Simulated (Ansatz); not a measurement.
LiI, pressure series

Start from LiI in the rock salt structure (space group Fm-3m, No. 225).

```
CELL_PARAMETERS angstrom
      0.00000     3.00952     3.00952
      3.00952     0.00000     3.00952
      3.00952     3.00952     0.00000
ATOMIC_POSITIONS crystal
  I  0.00000 0.00000 0.00000
  Li 0.50000 0.50000 0.50000
```

Cell and atoms are relaxed at each pressure.

Computed with PBE (Ansatz, an electronic-structure program), spin-orbit coupling left out.

| pressure (GPa) | volume per atom (Å³/atom) |
|---|---|
| -2 | 31.278 |
| -1 | 28.850 |
| 0 | 27.258 |
| 2.1 | 25.001 |
| 4.5 | 23.251 |
| 9 | 21.087 |
| 15 | 19.227 |
| 22.5 | ? |
| 30 | 16.523 |

Q: Fit the third-order Birch–Murnaghan form P(V) = (3B₀/2)[(V₀/V)^(7/3) − (V₀/V)^(5/3)]·[1 + (3/4)(B₀′ − 4)((V₀/V)^(2/3) − 1)] (squares taken in P) to the rows shown and predict the withheld row.

A: Least squares on the printed values gives V₀ = 27.282 Å³/atom, B₀ = 20.0 GPa, B₀′ = 4.3; this predicts 17.652 Å³/atom, and the run gives 17.657 Å³/atom, 0.005 higher.

Measured bulk modulus of LiI: 24 GPa (0 K or low temperature; as listed in Klaus Doll, Hermann Stoll, Phys. Rev. B (1998)); the computed value is 17 % below it.

Load acts through the strain it causes; cell and atoms are relaxed under it. Stability against distortions was not tested. No other phases were tried under pressure.
